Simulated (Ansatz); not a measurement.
Set up this calculation in Ansatz 0.2.0, as the native input.

```yaml
Task: single point
Functional: PBE
Potentials_or_basis: Ansatz PAW
Cutoff: "420 eV (not typed: the program's choice for these potentials)"
k_mesh: 12 × 12 × 12
Occupations: gaussian, width 0.022 eV
Spin: no spin polarisation
```

Crystal: Pd.

```
Pd
1.0
    -1.57228    1.57228    1.57228
     1.57228   -1.57228    1.57228
     1.57228    1.57228   -1.57228
Pd
1
Cartesian
  0.0000 0.0000 0.0000
```

This isn't the form of Pd at room conditions, which is fcc.

One way to write it, as run:

input.yaml

```yaml
crystal:
  lattice:
    - [-1.572281, 1.572281, 1.572281]
    - [1.572281, -1.572281, 1.572281]
    - [1.572281, 1.572281, -1.572281]
  atoms:
    - { symbol: Pd, position: [0.0, 0.0, 0.0] }
hamiltonian:
  xc: pbe
  pseudopotentials: { kind: paw }
kpoints:
  mp_grid: { grid: [12, 12, 12] }
scf:
  occupations: { method: gaussian, width: 0.022 }
output:
  forces: true
  stress: true
  eigenvalues: true
```

Potentials or basis: Ansatz PAW.

Run with:

```console
$ ansatz run input.yaml --threads 2 --pin off --max-ram 5632MiB --backend cpu --events-out ev --progress --plain --runs-dir out
```

Results of the run:

```
Pressure               : -1.2 GPa
Band gap on the k mesh : none (metal or under the smearing width)
```

Run time: 0.52 s on 2 threads of Arm Neoverse V2 (shared host), peak memory 0.26 GiB.
